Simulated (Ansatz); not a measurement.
## BaTiO3, one cell by several methods

```
Ba Ti O
1.0
     3.97078    0.00000    0.00000
     0.00000    2.82756    2.83628
     0.00000   -2.82756    2.83628
Ba Ti O
1 1 3
Direct
  0.00000 0.00000 0.00000
  0.50000 0.50790 0.50790
  0.00000 0.49210 0.49210
  0.50000 0.50251 0.99371
  0.50000 0.99371 0.50251
```

Atom numbers follow the list: Ba1, Ti2, O3, O4, O5.

The cell is COD entry 9016084, as deposited and not checked against the literature; nothing was relaxed. The listed cell was then made from it by scaling, straining or moving an atom.

No spin–orbit coupling, which matters for the heavy atoms here.

All numbers are computed: DFT, PBE, PAW with Ansatz's default frozen-core files, scalar-relativistic (Ansatz 0.2.0); DFT, PBE, all-electron PAW with datasets made for the crystal, scalar-relativistic (Ansatz 0.2.0); DFT, PBE, all-electron LAPW, scalar-relativistic (Ansatz 0.2.0).

For PAW: a Γ-centred 8×8×8 k mesh, Fermi–Dirac smearing of 0.05 eV, cutoff 420 eV, no spin polarisation. The crystal-made all-electron datasets (AE datasets) take a cutoff of 560 eV at this cell. LAPW targets a basis error of 1 meV/atom. The Ansatz runs share mesh, smearing and spin set-up. Plane-wave (PAW) pressures include the program's estimate of the Pulay term.

Stress and pressure are positive in compression.

The change that made this cell: volume scaled by 0.99.

```
              quantity     PAW  AE datasets    LAPW
        pressure (GPa)    3.68         3.68    3.68
       stress xx (GPa)    4.39         4.40    4.40
       stress yy (GPa)    3.68         3.69    3.69
       stress zz (GPa)    2.96         2.97    2.97
force on Ba1, z (eV/Å)   0.089        0.089   0.089
force on Ti2, z (eV/Å)   0.167        0.167   0.167
 force on O3, z (eV/Å)   0.086        0.086   0.086
 force on O4, z (eV/Å)  -0.171       -0.171  -0.171
         band gap (eV)   1.877        1.871   1.871
```

PAW's pressure differs from the LAPW value by about 0.01 GPa or less. Datasets made for the crystal and LAPW share parts of one code, so their agreement isn't an independent check.
